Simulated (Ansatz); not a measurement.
A first try at a Berry-phase polarisation of NaCl, space group Pm-3m, using Ansatz 0.2.0 through its Python package.

`nacl_berry.py`
```python
import ansatz as az
import numpy as np
from pymatgen.core import Lattice, Structure
from pymatgen.io.ase import AseAtomsAdaptor

pmg_structure = Structure(
    Lattice([(2.86, 0.0, 0.0), (0.0, 2.86, 0.0), (0.0, 0.0, 2.86)]),
    ["Na", "Cl"],
    [
        (0.0, 0.0, 0.0),
        (0.43, 0.43, 0.43),
    ],
)
nacl = az.Crystal.from_ase(AseAtomsAdaptor.get_atoms(pmg_structure))

def solve(structure):
    return (
        structure.calculation()
        .basis(510)
        .functional("pbe")
        .kpoints(5)
        .scf(max_iterations=70)
        .occupations("fixed")
        .polarization()
        .run()
        .polarization()
    )


vectors = np.array(nacl.lattice.vectors)
shifted = nacl.move(0, to=np.array(nacl.sites[0].position) + 0.03 * np.linalg.inv(vectors)[2])
before, after = solve(nacl), solve(shifted)
for label, p in (("as typed", before), ("shifted", after)):
    print(label, "reduced polarisation:", [round(axis.reduced, 4) for axis in p.axes], "modulo", p.modulus)
change = np.array([b.reduced - a.reduced for a, b in zip(before.axes, after.axes)])
change -= before.modulus * np.round(change / before.modulus)
dipole = change @ vectors
print("dipole change (e A):", np.round(dipole, 4) + 0.0)
print("column of the Born charge of", nacl.sites[0].symbol, "for a shift along z:", np.round(dipole / 0.03, 2) + 0.0)
```

```console
$ python nacl_berry.py
as typed reduced polarisation: [3.5673, 3.5673, 3.5673] modulo 1
shifted reduced polarisation: [3.567, 3.567, 3.5774] modulo 1
dipole change (e A): [-0.0009 -0.0009  0.0289]
column of the Born charge of Na for a shift along z: [-0.03 -0.03  0.96]
```

No error stopped it. What is wrong with the input all the same?

The fault: Cartesian positions are read as fractions. Mended:

```diff
--- before
+++ after
@@ -10,3 +10,3 @@
         (0.0, 0.0, 0.0),
-        (0.43, 0.43, 0.43),
+        (0.5, 0.5, 0.5),
     ],
```

The mended script runs so:

Output of `python nacl_berry.py`:
```text
as typed reduced polarisation: [3.5, 3.5, 3.5] modulo 1
shifted reduced polarisation: [3.5, 3.5, 3.5104] modulo 1
dipole change (e A): [0.     0.     0.0297]
column of the Born charge of Na for a shift along z: [0.   0.   0.99]
```

Notes:
- Energy and stress may still move on a finer k-point mesh.
- The starting cell is as deposited in a crystallographic database; the results hold for this polymorph, which needn't be the stable one.
- Polarisation is defined up to a quantum, so only the change along a continuous path has meaning.
- It ran for 1.3 s on 1 thread of AMD EPYC 9R45 96-Core Processor (Zen 5) (shared host), peak memory 0.43 GiB.

(Lines on the test bed's own set-up are left out of the output.)
